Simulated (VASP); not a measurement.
Write the native input for VASP 6.6.1 that does the following.

| Item | Value |
| --- | --- |
| Task | single point |
| Functional | r2SCAN |
| Potentials or basis | VASP PAW PBE potentials, release 64 (Ti_sv, Si) |
| Cutoff | 520 eV |
| k mesh | 12 × 12 × 12 |
| Occupations | gaussian, width 0.1 eV |
| Spin | no spin polarisation |
| Further INCAR settings | ALGO = Normal; EDIFF = 1e-06; NBANDS = 42 |

The structure of TiSi lies in POSCAR:

```
TiSi
1.0
   -1.7838600000      1.7838600000      9.4049500000
    1.7838600000     -1.7838600000      9.4049500000
    1.7838600000      1.7838600000     -9.4049500000
Ti Si
4 4
Direct
    0.9469170000      0.4469170000      0.5000000000
    0.8030830000      0.8030830000      0.0000000000
    0.5530830000      0.0530830000      0.5000000000
    0.1969170000      0.1969170000      0.0000000000
    0.0829610000      0.5829610000      0.5000000000
    0.6670390000      0.6670390000      0.0000000000
    0.4170390000      0.9170390000      0.5000000000
    0.3329610000      0.3329610000      0.0000000000
```

The cell was built by a generator and needn't be a form met in nature.

These files were run (other wordings do the same):

INCAR

```
SYSTEM = TiSi
PREC = Accurate
ENCUT = 520
EDIFF = 1E-6
ISMEAR = 0
SIGMA = 0.1
LREAL = .FALSE.
LASPH = .TRUE.
NELM = 150
ALGO = Normal
ISIF = 2
LWAVE = .FALSE.
LCHARG = .FALSE.
METAGGA = R2SCAN
LMIXTAU = .TRUE.
NBANDS = 42
KPAR = 4
```

KPOINTS

```
Automatic mesh
0
G
  12 12 12
  0 0 0
```

Potentials or basis: VASP PAW PBE potentials, release 64 (Ti_sv, Si).

Launch:

```sh
$ cat potpaw_PBE.64/Ti_sv/POTCAR potpaw_PBE.64/Si/POTCAR > POTCAR
$ mpirun -np 4 vasp_std > vasp.out
```

Results of the run:

The pressure is -1.6 GPa. The largest force is 0.082 eV/Å. The band gap on the k mesh is none (metal or under the smearing width).

Caveat: the PAW data sets were made with another functional, which shifts forces and pressure a little.

Run time: 58 min on 4 MPI ranks on Intel(R) Xeon(R) 6975P-C (Granite Rapids), with other jobs on the host, peak memory 1.3 GiB a rank.
